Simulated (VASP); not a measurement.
Wanted: the native input for a VASP 6.6.1 run.

```yaml
Task: single point
Functional: PBE
Potentials_or_basis: VASP PAW PBE potentials, release 64 (Ni)
Cutoff: 520 eV
k_mesh: 12 × 12 × 12
Occupations: gaussian, width 0.1 eV
Spin: collinear spin, ferromagnetic start
Starting_moments: "[0.8] μB"
Further_INCAR_settings: ALGO = Fast; EDIFF = 1e-07
```

The structure of Ni lies in POSCAR:

```
Ni                                      
1.0
    0.0000000000      1.7425460842      1.7425460842
    1.7425460842      0.0000000000      1.7425460842
    1.7425460842      1.7425460842      0.0000000000
  Ni            
     1
Direct
     0.0000000000000000    0.0000000000000000    0.0000000000000000
```

The cell isn't the ideal one: a relaxed cell with its volume scaled by 0.97.

These files were run (other wordings do the same):

INCAR

```
SYSTEM = Ni
PREC     = Accurate       ! precision mode
ENCUT    = 520            ! plane-wave cutoff, eV
EDIFF    = 1E-7           ! SCF threshold, eV
ISMEAR   = 0              ! smearing method
SIGMA    = 0.1            ! smearing width, eV
LREAL    = .False.        ! projectors in reciprocal space
LASPH    = .True.         ! aspherical terms in the spheres
NELM     = 100            ! most SCF steps
ALGO     = Fast           ! electronic algorithm
ISIF     = 2              ! what is computed and relaxed
LWAVE    = .False.        ! write WAVECAR
LCHARG   = .False.        ! write CHGCAR
ISPIN    = 2              ! spin polarisation
MAGMOM   = 0.8            ! initial moments
LORBIT   = 11             ! projections on sites
LMAXMIX  = 4              ! l up to which the mixer works
GGA      = PE             ! functional
```

KPOINTS

```
regular mesh
0
Gamma
  12 12 12
  0 0 0
```

Potentials or basis: VASP PAW PBE potentials, release 64 (Ni).

Run with:

```bash
$ cat potpaw_PBE.64/Ni/POTCAR > POTCAR
$ mpirun -np 1 vasp_std > vasp.out
```

Results of the run:

| Quantity | Value |
| --- | --- |
| Pressure | 6.3 GPa |
| Band gap on the k mesh | none (metal or under the smearing width) |
| Net moment | 0.66 μB per cell |
| Site moments | Ni +0.67 μB |
| Valence electrons inside the program's atomic spheres | Ni 9.36 |

Wall time 11 s on 1 thread of Intel(R) Xeon(R) Platinum 8488C (Sapphire Rapids) (shared host), peak memory 0.13 GiB.
